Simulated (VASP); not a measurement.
# BN (P6_3mc) in VASP: notebook

One crystal, BN, is run at these levels: HSE06, PBE; tasks: single point.

All numbers are computed with VASP 6.6.1; they aren't measurements. Logs are shortened: lines on timing, memory, paths and dates and some standing lists are left out, and cuts for length are marked.

## (1) The crystal as given

The structure is hexagonal, space group P6_3mc (No. 186). Conventional cell: a = 2.544 Å, b = 2.544 Å, c = 4.208 Å, α = 90.00°, β = 90.00°, γ = 120.00°. B (site symmetry 3m) is surrounded by 4 N at 1.56 to 1.58 Å. N (site symmetry 3m) is surrounded by 4 B at 1.56 to 1.58 Å.

The cell was built by a generator and needn't be a form met in nature.

## (2) Single point, HSE06

Input file POSCAR:

```
BN
1.0
    2.5439500013      0.0000000000      0.0000000000
   -1.2719750007      2.2031253271      0.0000000000
    0.0000000000      0.0000000000      4.2078153363
B N
2 2
Direct
    0.3333333333      0.6666666667      0.0002034648
    0.6666666667      0.3333333333      0.5002034648
    0.3333333333      0.6666666667      0.3747965352
    0.6666666667      0.3333333333      0.8747965352
```

Input file INCAR.step1:

```
SYSTEM = BN
PREC = Accurate
ENCUT = 520
EDIFF = 1E-5
ISMEAR = 0
SIGMA = 0.01
LREAL = .False.
LASPH = .True.
NELM = 100
ALGO = Normal
ISIF = 2
LWAVE = .True.
GGA = PE
NBANDS = 16
```

Input file INCAR.step2:

```
SYSTEM = BN
PREC = Accurate
ENCUT = 520
EDIFF = 1E-6
ISMEAR = 0
SIGMA = 0.01
LREAL = .False.
LASPH = .True.
NELM = 100
ALGO = Normal
ISIF = 2
LWAVE = .False.
LCHARG = .True.
GGA = PE
LHFCALC = .True.
HFSCREEN = 0.2079
PRECFOCK = Normal
LELF = .True.
LVHAR = .True.
ISTART = 1
NBANDS = 16
```

Input file KPOINTS:

```
Automatic mesh
0
Gamma
  6 6 4
  0 0 0
```

Potentials or basis: VASP PAW PBE potentials, release 64 (B, N).

Started as:

```
cat potpaw_PBE.64/B/POTCAR potpaw_PBE.64/N/POTCAR > POTCAR
cp INCAR.step1 INCAR
mpirun -np 1 vasp_std > vasp.out
cp INCAR.step2 INCAR
mpirun -np 1 vasp_std > vasp.out
```

OUTCAR:

```text
SYSTEM = BN
   PREC = Accurate
   ENCUT = 520
   EDIFF = 1E-6
   ISMEAR = 0
   LREAL = .False.
   LASPH = .True.
   NELM = 100
   ISIF = 2
   GGA = PE
   LHFCALC = .True.
   HFSCREEN = 0.2079
   PRECFOCK = Normal
   ISTART = 1

 ion  position               nearest neighbor table
   1  0.333  0.667  0.000-   4 1.56   4 1.56   4 1.56   3 1.58
   2  0.667  0.333  0.500-   3 1.56   3 1.56   3 1.56   4 1.58
   3  0.333  0.667  0.375-   2 1.56   2 1.56   2 1.56   1 1.58
   4  0.667  0.333  0.875-   1 1.56   1 1.56   1 1.56   2 1.58

  LATTYP: Found a hexagonal cell.
 ALAT       =     2.5439500013
 C/A-ratio  =     1.6540479703

  Lattice vectors:

 A1 = (   2.5439500013,   0.0000000000,   0.0000000000)
 A2 = (  -1.2719750007,   2.2031253271,   0.0000000000)
 A3 = (   0.0000000000,   0.0000000000,   4.2078153363)

Analysis of symmetry for initial positions (statically):
=====================================================================
 Subroutine PRICEL returns:
 Original cell was already a primitive cell.

 Routine SETGRP: Setting up the symmetry group for a
 hexagonal supercell.

 Subroutine GETGRP returns: Found 12 space group operations
 (whereof  6 operations were pure point group operations)
 out of a pool of 24 trial point group operations.

The static configuration has the point symmetry C_3v.
 The point group associated with its full space group is C_6v.

Analysis of symmetry for dynamics (positions and initial velocities):
=====================================================================
 Subroutine PRICEL returns:
 Original cell was already a primitive cell.

 Routine SETGRP: Setting up the symmetry group for a
 hexagonal supercell.

 Subroutine GETGRP returns: Found 12 space group operations
 (whereof  6 operations were pure point group operations)
 out of a pool of 24 trial point group operations.

The dynamic configuration has the point symmetry C_3v.
 The point group associated with its full space group is C_6v.

 Subroutine INISYM returns: Found 12 space group operations
 (whereof  6 operations are pure point group operations),
 and found     1 'primitive' translations

----------------------------------------------------------------------------------------

                                     Primitive cell

  volume of cell :      23.5833

  direct lattice vectors                    reciprocal lattice vectors
     2.543950001  0.000000000  0.000000000     0.393089487  0.226950321  0.000000000
    -1.271975001  2.203125327  0.000000000     0.000000000  0.453900642  0.000000000
     0.000000000  0.000000000  4.207815336     0.000000000  0.000000000  0.237653015

  length of vectors
     2.543950001  2.543950001  4.207815336     0.453900642  0.453900642  0.237653015

  position of ions in fractional coordinates (direct lattice)
     0.333333333  0.666666667  0.000203465
     0.666666667  0.333333333  0.500203465
     0.333333333  0.666666667  0.374796535
     0.666666667  0.333333333  0.874796535

  ion indices of the primitive-cell ions
   primitive index   ion index
                 1           1
                 2           2
                 3           3
                 4           4

----------------------------------------------------------------------------------------

 KPOINTS: Automatic mesh

Automatic generation of k-mesh.
 Grid dimensions read from file:
 generate k-points for:    6    6    4

 Generating k-lattice:

  Cartesian coordinates                     Fractional coordinates (reciprocal lattice)
     0.065514914  0.037825053  0.000000000     0.166666667  0.000000000  0.000000000
     0.000000000  0.075650107  0.000000000     0.000000000  0.166666667  0.000000000
     0.000000000  0.000000000  0.059413254     0.000000000  0.000000000  0.250000000

  Length of vectors
     0.075650107  0.075650107  0.059413254

  Shift w.r.t. Gamma in fractional coordinates (k-lattice)
     0.000000000  0.000000000  0.000000000

 Subroutine IBZKPT returns following result:
 ===========================================

 Found     21 irreducible k-points:

 Following reciprocal coordinates:
            Coordinates               Weight
  0.000000  0.000000  0.000000      1.000000
  0.166667  0.000000  0.000000      6.000000
  0.333333 -0.000000  0.000000      6.000000
  0.500000 -0.000000  0.000000      3.000000
  0.166667  0.166667  0.000000      6.000000
  0.333333  0.166667  0.000000     12.000000
[... 13 lines left out ...]
  0.333333  0.166667  0.500000     12.000000
  0.333333  0.333333  0.500000      2.000000
   k-points           NKPTS =     21   k-points in BZ     NKDIM =    144   number of bands    NBANDS=     16
   number of dos      NEDOS =    301   number of ions     NIONS =      4
   total plane-waves  NPLWV =  12800
   dimension x,y,z NGX =    20 NGY =   20 NGZ =   32
   dimension x,y,z NGXF=    40 NGYF=   40 NGZF=   64
   ions per type =               2   2
   NGX,Y,Z   is equivalent  to a cutoff of  13.07, 13.07, 12.64 a.u.
   NGXF,Y,Z  is equivalent  to a cutoff of  26.14, 26.14, 25.29 a.u.
 SYSTEM =  BN
   PREC   = accura    normal or accurate (medium, high low for compatibility)
   ISTART =      1    job   : 0-new  1-cont  2-samecut
   ICHARG =      0    charge: 1-file 2-atom 10-const
   ISPIN  =      1    spin polarized calculation?
   LNONCOLLINEAR =      F non collinear calculations
   LSORBIT =      F    spin-orbit coupling
   LASPH  =      T    aspherical Exc in radial PAW
   ENCUT  =  520.0 eV  38.22 Ry    6.18 a.u.   4.73  4.73  7.82*2*pi/ulx,y,z
   NELM   =    100;   NELMIN=  2; NELMDL=  0     # of ELM steps
   EDIFF  = 0.1E-05   stopping-criterion for ELM
   LREAL  =      F    real-space projection
   EDIFFG = 0.1E-04   stopping-criterion for IOM
   NSW    =      0    number of steps for IOM
   IBRION =     -1    ionic relax: 0-MD 1-quasi-New 2-CG
   NFREE  =      0    steps in history (QN), initial steepest desc. (CG)
   ISIF   =      2    stress and relaxation
   ISYM   =      3    0-nonsym 1-usesym 2-fastsym
   POTIM  = 0.5000    time-step for ionic-motion
   TEBEG  =    0.0;   TEEND  =   0.0 temperature during run
   PSTRESS=    0.0 pullay stress
   NELECT =      16.0000    total number of electrons
   NUPDOWN=      -1.0000    fix difference up-down
   EMIN   =  10.00;   EMAX   =-10.00  energy-range for DOS
   EFERMI =   0.00;   METHOD = LEGACY
   ISMEAR =     0;   SIGMA  =   0.01  broadening in eV -4-tet -1-fermi 0-gaus
   EFERMI_NEDOS =   21; number of points for ismear=-14 and -15
   IALGO  =     38    algorithm
   IMIX   =      1    mixing-type and parameters
     AMIX     =   0.40;   BMIX     =  1.00
     AMIX_MAG =   1.60;   BMIX_MAG =  1.00
  volume/ion in A,a.u.               =       5.90        39.79
  Fermi-wavevector in a.u.,A,eV,Ry     =   1.438512  2.718393 28.154745  2.069315
  Thomas-Fermi vector in A             =   2.557470
   LORBIT       =      0    0 simple, 1 ext, 2 COOP (PROOUT), +10 PAW based schemes
   GGA     = PE    functional components
   LHFCALC =     T    Hartree Fock is set to
   PRECFOCK=normal    Normal, Fast or Accurate (Low or Medium for compatibility)
   ENCUT4O =  -1.0   cutoff for four orbital integrals eV
   NKREDX  =     1    reduce k-point grid by
   NKREDY  =     1    reduce k-point grid by
   NKREDZ  =     1    reduce k-point grid by
   AEXX    =    0.2500 exact exchange contribution
   HFSCREEN=    0.2079 screening length (either q_TF or 0.3 A-1)
   HFSCREENC=   0.2079 screening length for correlation (either q_TF or 0.3 A-1)
   ENCUTFOCK=  -1.0 apply spherical cutoff to Coloumb kernel
   IVDW    =     0    specifies the selected vdW correction
   LEPSILON=     F    determine dielectric tensor
   LRPA    =     F    only Hartree local field effects (RPA)
 non-spin polarized calculation
 Gauss-broadening in eV      SIGMA  =   0.01
  energy-cutoff  :      520.00
  volume of cell :       23.58
 maximum number of plane-waves:       652
 NGX is ok and might be reduce to    20
  NGX = 16; NGY = 16; NGZ = 24

 number of electron      16.0000000 magnetization

 Free energy of the ion-electron system (eV)
  ---------------------------------------------------
  ext. energy  EPLUGINS =         0.00000000
  ---------------------------------------------------
  free energy    TOTEN  =       -40.57734858 eV

  energy without entropy =      -40.57734858  energy(sigma->0) =      -40.57734858

 E-fermi :   6.7826     XC(G=0): -10.4863

 val. band max:        6.7336650887   @ k =   0.0000   0.0000   0.0000
 cond. band min:      13.2448168401   @ k =   0.3333   0.3333   0.0000
 fundamental gap:      6.5111517514
 Fermi energy:         6.7826429780

 k-point     1 :       0.0000    0.0000    0.0000
  band No.  band energies     occupation
      1     -15.5790      2.00000
      2     -11.1171      2.00000
      3      -5.1517      2.00000
      4       4.4315      2.00000
      5       4.4315      2.00000
      6       6.4679      2.00000
[... 8 lines left out ...]
     15      20.6042      0.00000
     16      25.2783      0.00000

 k-point     2 :       0.1667    0.0000    0.0000
  band No.  band energies     occupation
      1     -14.9315      2.00000
      2     -10.6333      2.00000
      3      -4.5000      2.00000
      4       1.8655      2.00000
      5       3.4101      2.00000
      6       4.5628      2.00000
[... 8 lines left out ...]
     15      22.3363      0.00000
     16      24.0717      0.00000

 k-point     3 :       0.3333   -0.0000    0.0000
  band No.  band energies     occupation
      1     -13.1017      2.00000
      2      -9.6003      2.00000
      3      -2.6902      2.00000
      4      -2.2247      2.00000
      5       0.6783      2.00000
      6       1.9193      2.00000
[... 8 lines left out ...]
     15      24.9041      0.00000
     16      25.5491      0.00000

 k-point     4 :       0.5000   -0.0000    0.0000
  band No.  band energies     occupation
      1     -11.1806      2.00000
      2      -9.7676      2.00000
      3      -3.6301      2.00000
      4      -1.8060      2.00000
      5      -0.7965      2.00000
      6       1.3228      2.00000
[... 8 lines left out ...]
     15      25.3768      0.00000
     16      27.1095      0.00000

 k-point     5 :       0.1667    0.1667    0.0000
  band No.  band energies     occupation
      1     -13.6855      2.00000
      2      -9.8342      2.00000
      3      -3.2539      2.00000
      4      -0.4780      2.00000
      5       0.5815      2.00000
      6       2.7581      2.00000
[... 8 lines left out ...]
     15      24.4730      0.00000
     16      24.6333      0.00000

 k-point     6 :       0.3333    0.1667    0.0000
  band No.  band energies     occupation
      1     -11.5353      2.00000
      2      -9.3351      2.00000
      3      -3.0021      2.00000
      4      -1.3560      2.00000
      5      -0.9471      2.00000
      6       0.1978      2.00000
[... 8 lines left out ...]
     15      24.8733      0.00000
     16      25.4313      0.00000
[... 210 lines left out ...]
 k-point    18 :       0.5000   -0.0000    0.5000
  band No.  band energies     occupation
      1     -10.3661      2.00000
      2     -10.3661      2.00000
      3      -4.2005      2.00000
      4      -4.2005      2.00000
      5       2.6466      2.00000
      6       2.6466      2.00000
[... 8 lines left out ...]
     15      25.5271      0.00000
     16      25.5271      0.00000

 k-point    19 :       0.1667    0.1667    0.5000
  band No.  band energies     occupation
      1     -12.2461      2.00000
      2     -12.2461      2.00000
      3      -0.5072      2.00000
      4      -0.5072      2.00000
      5       2.0782      2.00000
      6       2.0782      2.00000
[... 8 lines left out ...]
     15      23.7318      0.00000
     16      23.7318      0.00000

 k-point    20 :       0.3333    0.1667    0.5000
  band No.  band energies     occupation
      1     -10.4974      2.00000
      2     -10.4974      2.00000
      3      -3.1824      2.00000
      4      -3.1824      2.00000
      5       0.7128      2.00000
      6       0.7128      2.00000
[... 8 lines left out ...]
     15      25.3053      0.00000
     16      25.3053      0.00000

 k-point    21 :       0.3333    0.3333    0.5000
  band No.  band energies     occupation
      1      -9.7123      2.00000
      2      -9.7123      2.00000
      3      -2.9432      2.00000
      4      -2.9432      2.00000
      5      -1.6178      2.00000
      6      -1.6178      2.00000
[... 8 lines left out ...]
     15      25.8409      0.00000
     16      25.8409      0.00000

------------------------ aborting loop because EDIFF is reached ----------------------------------------

  FORCE on cell =-STRESS in cart. coord.  units (eV):
  Direction    XX          YY          ZZ          XY          YZ          ZX
  --------------------------------------------------------------------------------------
  -------------------------------------------------------------------------------------
  Total       -0.5463239     -0.5463239     -0.6479948      0.0000000      0.0000000      0.0000000
  in kB      -37.1155873    -37.1155873    -44.0228005      0.0000000      0.0000000      0.0000000
  external PRESSURE =     -39.4179917 kB  Pullay stress =       0.0000000 kB

 VOLUME and BASIS-vectors are now :
 -----------------------------------------------------------------------------
  energy-cutoff  :      520.00
  volume of cell :       23.58
      direct lattice vectors                 reciprocal lattice vectors
     2.543950001  0.000000000  0.000000000     0.393089487  0.226950321  0.000000000
    -1.271975001  2.203125327  0.000000000     0.000000000  0.453900642  0.000000000
     0.000000000  0.000000000  4.207815336     0.000000000  0.000000000  0.237653015

 POSITION                                       TOTAL-FORCE (eV/Angst)
 -----------------------------------------------------------------------------------
     -0.00000      1.46875      0.00086        -0.000000      0.000000     -0.012525
      1.27198      0.73438      2.10476         0.000000      0.000000     -0.012525
     -0.00000      1.46875      1.57707         0.000000      0.000000      0.012525
      1.27198      0.73438      3.68098        -0.000000     -0.000000      0.012525
 -----------------------------------------------------------------------------------
    total drift:                                0.000000     -0.000000     -0.000067

  FREE ENERGIE OF THE ION-ELECTRON SYSTEM (eV)
  ---------------------------------------------------
  free  energy   TOTEN  =       -40.5773485780 eV

  energy  without entropy=      -40.5773485780  energy(sigma->0) =      -40.57734858
```

It took 6.5 min on 1 thread of Intel Xeon 6975P-C (Granite Rapids), shared host; peak memory 0.24 GiB.

Results:

| Property | Result |
| --- | --- |
| Free energy | -40.5773 eV |
| Pressure | -3.9 GPa |
| Largest force | 0.013 eV/Å |
| Band gap on the k mesh | 6.51 eV, indirect (least direct gap 9.96 eV) |

Forces in eV/Å, atoms in the order of the input:
```
B    0.000  0.000 -0.013
B    0.000  0.000 -0.013
N    0.000  0.000  0.013
N    0.000  0.000  0.013
```

Stress tensor (GPa, compression positive):
```
-3.71  0.00  0.00
 0.00 -3.71  0.00
 0.00  0.00 -4.40
```

Caveat: the k mesh is coarse (spacing up to 0.48 Å⁻¹), so the values aren't converged, least of all with exact exchange; the PAW data sets were made with another functional, which shifts forces and pressure a little.

## (3) Single point, PBE

Input file INCAR:

```
PREC = Accurate ; ENCUT = 520
EDIFF = 1E-6 ; ISMEAR = 0
SIGMA = 0.01 ; LREAL = False
LASPH = True ; NELM = 100
ALGO = Normal ; ISIF = 2
LWAVE = False ; LCHARG = False
GGA = PE ; NBANDS = 16
```

Input file KPOINTS:

```
regular mesh
0
Gamma
  9 9 4
```

POSCAR is that of step 2.

Potentials or basis: VASP PAW PBE potentials, release 64 (B, N).

Started as:

```
cat potpaw_PBE.64/B/POTCAR potpaw_PBE.64/N/POTCAR > POTCAR
mpirun -np 1 vasp_std > vasp.out
```

Wall time 5.9 s (1 thread of Intel Xeon 6975P-C (Granite Rapids), shared host); peak memory 0.14 GiB.

Results (log left out):

```yaml
Free_energy: -34.8276 eV
Pressure: 4.9 GPa
Largest_force: 0.008 eV/Å
Band_gap_on_the_k_mesh: 5.19 eV, indirect (least direct gap 8.29 eV)
```

Forces on the atoms (eV/Å):
```
B    0.000  0.000  0.008
B    0.000  0.000  0.008
N    0.000  0.000 -0.008
N    0.000  0.000 -0.008
```

Stress tensor (GPa, compression positive):
```
5.00 0.00 0.00
0.00 5.00 0.00
0.00 0.00 4.82
```

Levels at points of the mesh, in eV from the valence-band top:
| k point | band 4 | band 5 | band 6 | band 7 | band 8 | band 9 | band 10 | band 11 | band 12 | band 13 |
| --- | --- | --- | --- | --- | --- | --- | --- | --- | --- | --- |
| (0.00, 0.00, 0.00) | -2.13 | -2.13 | -0.27 | 0.00 | 0.00 | 8.38 | 8.38 | 8.62 | 9.56 | 10.81 |
| (0.00, 0.00, 0.50) | -5.72 | -1.18 | -1.18 | -1.18 | -1.18 | 9.52 | 9.52 | 9.94 | 9.94 | 9.94 |

Caveat: an odd mesh through Γ misses points on the zone boundary, where band edges often lie.
